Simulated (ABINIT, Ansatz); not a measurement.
# SiC (P6_3mc): G0W0 with ABINIT, start to end, part 2 of 3

Aim: the G0W0 gap of SiC (P6_3mc) on PBE, step by step.

ABINIT 10.8.3; PBE and many-body steps on it, plane waves. Known limits of the many-body steps: not at the basis limit.

So far. Step 2 (Ground state): The gap is indirect, with the least direct gap 1.71 eV higher.

## 3. Bands along the symmetry lines

Level of this step: DFT, PBE, plane waves, norm-conserving pseudopotentials (ABINIT).

Levels along a band path, at the cheap level, show where the edges lie and whether the meshes to come will hold them.

The input, run.abi:

```
acell 3*1.0 Angstrom
rprim 
  3.073513928196 0.000000000001 0.000000000000
  -1.536756964099 2.661741140703 0.000000000000
  0.000000000000 0.000000000000 5.045247710000
ntypat 2
znucl 14 6
natom 4
typat 1 1 2 2
xred 
  0.333333333333 0.666666666667 0.499602400000
  0.666666666667 0.333333333333 0.999602400000
  0.333333333333 0.666666666667 0.875397600000
  0.666666666667 0.333333333333 0.375397600000
pp_dirpath "pseudos"
pseudos "Si.upf, C.upf"
ecut 37
iscf -2
irdden 1
kptopt 0
nkpt 75
kpt 
  0.00000000 0.00000000 0.00000000
  0.06250000 0.00000000 0.00000000
  0.12500000 0.00000000 0.00000000
  0.18750000 0.00000000 0.00000000
  0.25000000 0.00000000 0.00000000
  0.31250000 0.00000000 0.00000000
  0.37500000 0.00000000 0.00000000
  0.43750000 0.00000000 0.00000000
  0.50000000 0.00000000 0.00000000
  0.47916667 0.04166667 0.00000000
  0.45833333 0.08333333 0.00000000
  0.43750000 0.12500000 0.00000000
  0.41666666 0.16666666 0.00000000
  0.39583333 0.20833333 0.00000000
  0.37500000 0.25000000 0.00000000
  0.35416666 0.29166666 0.00000000
  0.33333333 0.33333333 0.00000000
  0.29166666 0.29166666 0.00000000
  0.25000000 0.25000000 0.00000000
  0.20833333 0.20833333 0.00000000
  0.16666666 0.16666666 0.00000000
  0.12500000 0.12500000 0.00000000
  0.08333333 0.08333333 0.00000000
  0.04166667 0.04166667 0.00000000
  0.00000000 0.00000000 0.00000000
  0.00000000 0.00000000 0.06250000
  0.00000000 0.00000000 0.12500000
  0.00000000 0.00000000 0.18750000
  0.00000000 0.00000000 0.25000000
  0.00000000 0.00000000 0.31250000
  0.00000000 0.00000000 0.37500000
  0.00000000 0.00000000 0.43750000
  0.00000000 0.00000000 0.50000000
  0.06250000 0.00000000 0.50000000
  0.12500000 0.00000000 0.50000000
  0.18750000 0.00000000 0.50000000
  0.25000000 0.00000000 0.50000000
  0.31250000 0.00000000 0.50000000
  0.37500000 0.00000000 0.50000000
  0.43750000 0.00000000 0.50000000
  0.50000000 0.00000000 0.50000000
  0.47916667 0.04166667 0.50000000
  0.45833333 0.08333333 0.50000000
  0.43750000 0.12500000 0.50000000
  0.41666666 0.16666666 0.50000000
  0.39583333 0.20833333 0.50000000
  0.37500000 0.25000000 0.50000000
  0.35416666 0.29166666 0.50000000
  0.33333333 0.33333333 0.50000000
  0.29166666 0.29166666 0.50000000
  0.25000000 0.25000000 0.50000000
  0.20833333 0.20833333 0.50000000
  0.16666666 0.16666666 0.50000000
  0.12500000 0.12500000 0.50000000
  0.08333333 0.08333333 0.50000000
  0.04166667 0.04166667 0.50000000
  0.00000000 0.00000000 0.50000000
  0.50000000 0.00000000 0.50000000
  0.50000000 0.00000000 0.43750000
  0.50000000 0.00000000 0.37500000
  0.50000000 0.00000000 0.31250000
  0.50000000 0.00000000 0.25000000
  0.50000000 0.00000000 0.18750000
  0.50000000 0.00000000 0.12500000
  0.50000000 0.00000000 0.06250000
  0.50000000 -0.00000000 0.00000000
  0.33333333 0.33333333 0.50000000
  0.33333333 0.33333333 0.43750000
  0.33333333 0.33333333 0.37500000
  0.33333333 0.33333333 0.31250000
  0.33333333 0.33333333 0.25000000
  0.33333333 0.33333333 0.18750000
  0.33333333 0.33333333 0.12500000
  0.33333333 0.33333333 0.06250000
  0.33333333 0.33333333 0.00000000
istwfk *1
nband 15
nbdbuf 2
tolwfr 1e-08
nstep 40
prtwf 0
prtvol 0
indata_prefix "in"
outdata_prefix "out"
tmpdata_prefix "tmp"
```

Command:

```console
OMP_NUM_THREADS=1 mpirun -n 8 abinit run.abi > log
```

Numbers of over 12 decimals in the logs are rounded to 6 here.

What it wrote:

```text
.Version 10.8.3 of ABINIT. v10.8.2 released Aug 2026.

 Symmetries : space group P6_3 m c (#186); Bravais hP (primitive hexag.)
[... echo of the input left out ...]
== DATASET  1 ==================================================================
-   mpi_nproc: 8, omp_nthreads: 1 (-1 if OMP is not activated)

--- !DatasetInfo
iteration_state: {dtset: 1, }
dimensions: {natom: 4, nkpt: 75, mband: 15, nsppol: 1, nspinor: 1, nspden: 1, mpw: 3024, }
cutoff_energies: {ecut:  37.0, pawecutdg:  -1.0, }
electrons: {nelect:   1.60000000E+01, charge:   0.00000000E+00, occopt:   1.00000000E+00, tsmear:   1.00000000E-02, }

 Real(R)+Recip(G) space primitive vectors, cartesian coordinates (Bohr,Bohr^-1):
 R(1)=  5.8080996  0.0000000  0.0000000  G(1)=  0.1721734  0.0994043  0.0000000
 R(2)= -2.9040498  5.0299618  0.0000000  G(2)=  0.0000000  0.1988087  0.0000000
 R(3)=  0.0000000  0.0000000  9.5341364  G(3)=  0.0000000  0.0000000  0.1048863
 Unit cell volume ucvol=  2.7853521E+02 bohr^3
 Angles (23,13,12)=  9.00000000E+01  9.00000000E+01  1.20000000E+02 degrees

 getcut: wavevector=  0.0000  0.0000  0.0000  ngfft=  32  32  54
         ecut(hartree)=     37.000   => boxcut(ratio)=   2.01210

--- Pseudopotential description ------------------------------------------------
- Si Generated using ONCVPSP code by D. R. Hamann
- 14.00000   4.00000  171031                  znucl, zion, pspdat
12 -101130 2 -1 1510                          pspcod,pspxc,lmax,lloc,mmax
     nproj     2     2     2
  pspatm : epsatm=    9.34321561
         --- l  ekb(1:nproj) -->
             0    5.168965    0.829883
             1    2.571282    0.578307
             2   -2.427311   -0.488097
 pspatm: atomic psp has been read  and splines computed

- C Generated using ONCVPSP code by D. R. Hamann
-  6.00000   4.00000  171031                  znucl, zion, pspdat
12 -101130 1 -1 1248                          pspcod,pspxc,lmax,lloc,mmax
     nproj     2     2     0
  pspatm : epsatm=    4.31346680
         --- l  ekb(1:nproj) -->
[...]
pspatm: atomic psp has been read  and splines computed

--------------------------------------------------------------------------------

================================================================================
 prteigrs : about to open file out_EIG
 Non-SCF case, kpt    1 (  0.00000  0.00000  0.00000), residuals and eigenvalues=
  2.52E-09  6.76E-09  9.65E-09  2.15E-09  7.33E-09  4.75E-09  2.52E-09  8.15E-09
  4.37E-09  5.05E-09  2.54E-09  5.69E-09  6.22E-09  7.21E-09  7.81E-09
 -3.1539E-01 -1.8408E-01 -6.2808E-02  2.0921E-01  2.0921E-01  2.5351E-01
  2.5768E-01  2.5768E-01  4.3483E-01  4.8624E-01  5.0324E-01  5.0324E-01
[...]
Non-SCF case, kpt    2 (  0.06250  0.00000  0.00000), residuals and eigenvalues=
  2.65E-09  2.22E-09  3.24E-09  5.88E-09  4.61E-09  4.15E-09  9.65E-09  8.02E-09
[...]
Non-SCF case, kpt   74 (  0.33333  0.33333  0.06250), residuals and eigenvalues=
[...]
Non-SCF case, kpt   75 (  0.33333  0.33333  0.00000), residuals and eigenvalues=
[...]
-1.4978E-01 -1.4978E-01  9.4070E-03  2.7314E-02  2.7314E-02  1.0872E-01
  1.0872E-01  1.1650E-01  3.4129E-01  5.5836E-01  5.8348E-01  5.8348E-01
[...]
--- !ResultsGS
iteration_state: {dtset: 1, }
comment   : Summary of ground state results
lattice_vectors:
- [  5.8080996,   0.0000000,   0.0000000, ]
- [ -2.9040498,   5.0299618,   0.0000000, ]
- [  0.0000000,   0.0000000,   9.5341364, ]
lattice_lengths: [   5.80810,    5.80810,    9.53414, ]
lattice_angles: [ 90.000,  90.000, 120.000, ] # degrees, (23, 13, 12)
lattice_volume:   2.7853521E+02
convergence: {deltae:  0.000E+00, res2:  0.000E+00, residm:  9.976E-09, diffor:  0.000E+00, }
etotal    :  -2.05387368E+01
entropy   :   0.00000000E+00
fermie    :   2.57677472E-01
cartesian_stress_tensor: null
pressure_GPa: null
xred      :
- [  3.3333E-01,   6.6667E-01,   4.9960E-01, Si]
- [  6.6667E-01,   3.3333E-01,   9.9960E-01, Si]
- [  3.3333E-01,   6.6667E-01,   8.7540E-01,  C]
- [  6.6667E-01,   3.3333E-01,   3.7540E-01,  C]
cartesian_forces: null
force_length_stats: {min: null, max: null, mean: null, }

 Integrated electronic density in atomic spheres:
 ------------------------------------------------
 Atom  Sphere_radius  Integrated_density
[...]
================================================================================

 ----iterations are completed or convergence reached----

 Mean square residual over all n,k,spin=   52.777E-10; max=  99.759E-10
 reduced coordinates (array xred) for    4 atoms
[...]
0.333333333333      0.666666666667      0.875397600000
       0.666666666667      0.333333333333      0.375397600000

 cartesian coordinates (angstrom) at end:
    1     -6.7e-13     1.774494     2.520618
    2      1.536757     0.887247     5.043242
    3     -6.7e-13     1.774494     4.416598
    4      1.536757     0.887247     1.893974
 length scales=  1.889726125908  1.889726125908  1.889726125908 bohr
              =  1.000000000000  1.000000000000  1.000000000000 angstroms
 prteigrs : about to open file out_EIG
 Eigenvalues (hartree) for nkpt=  75  k points:
 kpt#   1, nband= 15, wtk=  1.00000, kpt=  0.0000  0.0000  0.0000 (reduced coord)
[...]
kpt#   2, nband= 15, wtk=  1.00000, kpt=  0.0625  0.0000  0.0000 (reduced coord)
[...]
kpt#   3, nband= 15, wtk=  1.00000, kpt=  0.1250  0.0000  0.0000 (reduced coord)
[...]
kpt#  74, nband= 15, wtk=  1.00000, kpt=  0.3333  0.3333  0.0625 (reduced coord)
  -0.14943   -0.14943    0.01007    0.02395    0.02395    0.11297    0.11297    0.11460
   0.34448    0.55781    0.57151    0.57151    0.61901    0.61901    0.68683
 kpt#  75, nband= 15, wtk=  1.00000, kpt=  0.3333  0.3333  0.0000 (reduced coord)
  -0.14978   -0.14978    0.00941    0.02731    0.02731    0.10872    0.10872    0.11650
   0.34129    0.55836    0.58348    0.58348    0.61314    0.61314    0.68177

== END DATASET(S) ==============================================================
================================================================================

 -outvars: echo values of variables after computation  --------
            nband          15
             nkpt          75
          spgroup         186
 [... the other variables as echoed above ...]

 Calculation completed.
```

It took 6.3 s on 8 MPI ranks of Arm Neoverse V2, shared host; peak memory 0.52 GiB.

This step gave:

* gap: 2.275 eV
* k of the valence top: 0, 0, 0
* k of the conduction bottom: 0.3333, 0.3333, 0
* least direct gap: 3.985 eV

The gap is 2.275 eV, as in the run before at this level.

The electronic bands at the labelled points (eV, zero at the top of the highest filled band; v1 is the highest filled band, c1 the lowest empty one):

```tsv
point	v4	v3	v2	v1	c1	c2	c3	c4
Γ	-1.32	-0.11	0.00	0.00	4.82	6.22	6.68	6.68
halfway	-2.97	-2.53	-1.02	-0.61	4.06	5.85	7.26	7.67
M	-5.45	-3.33	-3.30	-1.20	2.79	4.23	6.90	7.14
halfway	-5.40	-4.67	-3.37	-2.55	3.20	5.17	7.69	8.51
K	-6.27	-4.05	-4.05	-3.84	2.28	8.18	8.87	8.87
halfway	-4.15	-2.82	-1.45	-1.25	5.07	5.82	7.01	7.22
Γ	-1.32	-0.11	0.00	0.00	4.82	6.22	6.68	6.68
halfway	-1.15	-1.15	-0.22	-0.22	5.10	6.80	6.80	7.04
A	-0.71	-0.71	-0.71	-0.71	5.91	5.91	7.37	7.37
halfway	-2.96	-2.96	-1.72	-1.72	4.50	4.50	7.37	7.37
L	-2.45	-2.45	-2.34	-2.34	3.29	3.29	5.27	5.27
halfway	-4.26	-4.26	-1.92	-1.92	4.29	4.29	6.37	6.37
H	-5.66	-5.66	-1.74	-1.74	5.08	5.08	6.02	6.02
halfway	-3.02	-3.02	-2.50	-2.50	5.18	5.18	7.55	7.55
A	-0.71	-0.71	-0.71	-0.71	5.91	5.91	7.37	7.37
jump to L	-2.45	-2.45	-2.34	-2.34	3.29	3.29	5.27	5.27
halfway	-4.15	-3.10	-2.34	-1.63	3.11	3.27	6.64	7.05
M	-5.45	-3.33	-3.30	-1.20	2.79	4.23	6.90	7.14
jump to H	-5.66	-5.66	-1.74	-1.74	5.08	5.08	6.02	6.02
halfway	-6.47	-4.52	-2.82	-2.82	3.50	6.58	6.58	7.84
K	-6.27	-4.05	-4.05	-3.84	2.28	8.18	8.87	8.87
```

## 4. Empty states on the mesh, 6×6×4 mesh, 127 bands

The sums over transitions need many empty states on a uniform mesh; this step solves for them.

The input, run.abi:

```
acell 3*1.0 Angstrom
rprim 
  3.073513928196 0.000000000001 0.000000000000
  -1.536756964099 2.661741140703 0.000000000000
  0.000000000000 0.000000000000 5.045247710000
ntypat 2
znucl 14 6
natom 4
typat 1 1 2 2
xred 
  0.333333333333 0.666666666667 0.499602400000
  0.666666666667 0.333333333333 0.999602400000
  0.333333333333 0.666666666667 0.875397600000
  0.666666666667 0.333333333333 0.375397600000
pp_dirpath "pseudos"
pseudos "Si.upf, C.upf"
ecut 37
ngkpt 6 6 4
nshiftk 1
shiftk 0 0 0
kptopt 1
chksymbreak 0
irdden 1
istwfk *1
nband 127
prtvol 0
optdriver 6
gwr_task "HDIAGO"
paral_kgb 0
occopt 1
indata_prefix "in"
outdata_prefix "out"
tmpdata_prefix "tmp"
```

What it wrote:

```text
[banner, memory and clock lines left out]
.Version 10.8.3 of ABINIT. v10.8.2 released Aug 2026.

 Symmetries : space group P6_3 m c (#186); Bravais hP (primitive hexag.)
[... echo of the input left out ...]
== DATASET  1 ==================================================================
-   mpi_nproc: 8, omp_nthreads: 1 (-1 if OMP is not activated)

--- !DatasetInfo
iteration_state: {dtset: 1, }
dimensions: {natom: 4, nkpt: 21, mband: 127, nsppol: 1, nspinor: 1, nspden: 1, mpw: 3015, }
cutoff_energies: {ecut:  37.0, pawecutdg:  -1.0, }
electrons: {nelect:   1.60000000E+01, charge:   0.00000000E+00, occopt:   1.00000000E+00, tsmear:   1.00000000E-02, }

.Using double precision arithmetic; gwpc =  8

- Reading GS density from: in_DEN

--- Pseudopotential description ------------------------------------------------
- Si Generated using ONCVPSP code by D. R. Hamann
- 14.00000   4.00000  171031                  znucl, zion, pspdat
12 -101130 2 -1 1510                          pspcod,pspxc,lmax,lloc,mmax
     nproj     2     2     2
  pspatm : epsatm=    9.34321561
         --- l  ekb(1:nproj) -->
             0    5.168965    0.829883
             1    2.571282    0.578307
             2   -2.427311   -0.488097
 pspatm: atomic psp has been read  and splines computed

- C Generated using ONCVPSP code by D. R. Hamann
-  6.00000   4.00000  171031                  znucl, zion, pspdat
12 -101130 1 -1 1248                          pspcod,pspxc,lmax,lloc,mmax
     nproj     2     2     0
  pspatm : epsatm=    4.31346680
         --- l  ekb(1:nproj) -->
             0    6.481548    0.385504
             1   -4.199961   -0.877517
 pspatm: atomic psp has been read  and splines computed

   4.37013837E+02                                ecore*ucvol(ha*bohr**3)

 Total charge density [el/Bohr^3]
)     Maximum=    2.8030E-01  at reduced coord.    0.4063    0.7813    0.9074
)     Minimum=    1.9153E-03  at reduced coord.    0.6563    0.3125    0.0000
   Integrated=    1.6000E+01

 === KS gaps after direct diagonalization ===
 Indirect band gap semiconductor
 Fundamental gap:     2.275 (eV)
   VBM:     7.012 (eV) at k: [ 0.0000E+00,  0.0000E+00,  0.0000E+00]
   CBM:     9.287 (eV) at k: [ 3.3333E-01,  3.3333E-01,  0.0000E+00]
 Direct gap:         3.985 (eV) at k: [ 5.0000E-01,  0.0000E+00,  0.0000E+00]

== END DATASET(S) ==============================================================

 -outvars: echo values of variables after computation  --------
           etotal      0.0000000000E+00
            nband         127
             nkpt          21
          spgroup         186
 [... the other variables as echoed above ...]

 Calculation completed.
```

The job ended after 47 s (8 MPI ranks; peak memory 4.3 GiB; 6.3 min of CPU time).

Numbers from this step:

| Property | Result |
| --- | --- |
| gap | 2.275 eV |
| k of the valence top | 0, 0, 0 |
| k of the conduction bottom | 0.3333, 0.3333, 0 |
| least direct gap | 3.985 eV |
| k points computed | 21 |
| lowest point of the top converged band, above the valence top | 96.1246 eV |

On this mesh the gap is 2.275 eV.

## 5. Screening, 6×6×4 mesh, 119 bands, screening to 179.6 eV

The RPA dielectric matrix is built and inverted for each q.

This step: RPA screening on PBE, plane waves, norm-conserving pseudopotentials.

Changes to run.abi since step 4:

```diff
@@ -22,10 +22,11 @@
 chksymbreak 0
-irdden 1
 istwfk *1
-nband 127
-prtvol 0
-optdriver 6
-gwr_task "HDIAGO"
-paral_kgb 0
 occopt 1
+irdwfk 1
+optdriver 3
+nband 119
+ecuteps 6.6
+inclvkb 2
+awtr 1
+symchi 1
 indata_prefix "in"
```

What it wrote:

```text
.Version 10.8.3 of ABINIT. v10.8.2 released Aug 2026.

 Symmetries : space group P6_3 m c (#186); Bravais hP (primitive hexag.)
[... echo of the input left out ...]
== DATASET  1 ==================================================================
-   mpi_nproc: 8, omp_nthreads: 1 (-1 if OMP is not activated)

--- !DatasetInfo
iteration_state: {dtset: 1, }
dimensions: {natom: 4, nkpt: 21, mband: 119, nsppol: 1, nspinor: 1, nspden: 1, mpw: 3015, }
cutoff_energies: {ecut:  37.0, pawecutdg:  -1.0, }
electrons: {nelect:   1.60000000E+01, charge:   0.00000000E+00, occopt:   1.00000000E+00, tsmear:   1.00000000E-02, }

 SCREENING: Calculation of the susceptibility and dielectric matrices

 Based on a program developped by R.W. Godby, V. Olevano, G. Onida, and L. Reining.
 Incorporated in ABINIT by V. Olevano, G.-M. Rignanese, and M. Torrent.
.Using double precision arithmetic ; gwpc =  8

[... cell and pseudopotentials left out ...]
--------------------------------------------------------------------------------

 ==== K-mesh for the wavefunctions ====
 Number of points in the irreducible wedge :    21
[... list of points left out ...]
 Together with 12 symmetry operations and time-reversal symmetry
 yields   144 points in the full Brillouin Zone.

 ==== Q-mesh for the screening function ====
 Number of points in the irreducible wedge :    21
[... list of points left out ...]
 Together with 12 symmetry operations and time-reversal symmetry
 yields   144 points in the full Brillouin Zone.

 setmesh: FFT mesh size selected  =    20x   20x   40
          total number of points  =        16000

 vcoul_init : cutoff-mode = AUXILIARY_FUNCTION
 q-points for optical limit:   1
     1)      0.000010    0.000020    0.000030

- screening: taking advantage of time-reversal symmetry
- Maximum band index for partially occupied states nbvw = 8
- Remaining bands to be divided among processors   nbcw = 111
- Number of bands treated by each node ~13

 Number of electrons calculated from density =   16.0000; Expected =   16.0000
 average of density, n =  0.057443
 r_s =    1.6078
 omega_plasma =   23.1193 [eV]

 calculating chi0 at frequencies [eV] :
  1    0.000000E+00    0.000000E+00
  2    0.000000E+00    2.311935E+01

--------------------------------------------------------------------------------
  q-point number  1        q = ( 0.000000, 0.000000, 0.000000) [r.l.u.]
--------------------------------------------------------------------------------
[... chi0 elements left out ...]
 For q-point:  0.000010 0.000020 0.000030
  dielectric constant =   6.8531
  dielectric constant without local fields =   7.5080

  Average fulfillment of the sum rule on Im[epsilon] for q-point    1 :     86.49  [%]
[... wings left out ...]
  q-point number  2        q = ( 0.166667, 0.000000, 0.000000) [r.l.u.]
--------------------------------------------------------------------------------
[... chi0 elements left out ...]
  Average fulfillment of the sum rule on Im[epsilon] for q-point    2 :     92.31  [%]

 [... 19 further q-points ...]
```

Elapsed: 50 s, on 8 MPI ranks; peak memory 1.8 GiB.

This step gave:

```yaml
eps_infinity_with_local_fields_on_this_mesh_along_the_program_s_q_direction: 6.853
the_same_without_local_fields: 7.508
plasma_frequency: 23.12 eV
plane_waves_in_the_screening_matrix: 245
```

Local fields lower ε∞ by 9 %.

(Part 2 of 3 ends here.)

[Paths, hosts, dates, memory and timing lines, banners, echoed tables and standing remarks are left out of the program output.]

[Logs are printed without paths, hosts, clocks, repeated set-up lines and the standing remarks that a program may print on its own settings, such as how far it seeks lower states.]

[Runs of the session that timed out or met a known fault of the program may be left out.]

[Hosts, paths, dates, database ids (printed as entryN), source tags and the programs' standing remarks are cut or masked in the printed files.]

[G0W0 gaps are taken among the corrected bands and points alone; a level outside them can change the order at an edge.]

[Where Ansatz stands beside ABINIT at settings called matched, ABINIT's density can come from a denser mesh and the files from another edition; pairs whose starting gaps differed by over 0.03 eV were left out, so agreement reads better than it is.]
